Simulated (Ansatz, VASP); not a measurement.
## Two plane-wave programs on AlRu

```
Al Ru
1.0
     2.90185    0.00000    0.00000
     0.00000    2.90185    0.00000
     0.00000    0.00000    2.94673
Al Ru
1 1
Cartesian
  0.0000 0.0000 0.0000
  1.4509 1.4509 1.4734
```

Change from the starting cell: strain -0.030 along x and y, -0.015 along z, atoms carried along.

Alike in both runs: task single point; functional PBE; k mesh 16 × 16 × 16; occupations gaussian, width 0.15 eV; no spin polarisation.

|  | VASP | Ansatz |
| --- | --- | --- |
| version | VASP 6.6.1 | Ansatz 0.2.0 |
| potentials or method | VASP PAW PBE potentials, release 64 (Al, Ru_pv) | scalar-relativistic, plane waves, PAW |
| plane-wave cutoff (eV) | 520 | 420 |
| valence electrons in the cell | 17 | 19 |

|  | VASP | Ansatz | Ansatz less VASP |
| --- | --- | --- | --- |
| gap on the k mesh at the Fermi level (eV) | none | none | - |
| pressure (GPa) | 21.9 | 21.9 | +0.06 |
| largest component of the traceless stress (GPa) | 2.16 | 2.16 | -0.006 |

A gap of «none» marks a metal or a gap that the smearing closes. The two sets of potentials don't hold the same shells in valence.

Caveats: so large a pressure means that the cell lies far from this level's equilibrium, or that cutoff or potentials fall short (VASP).
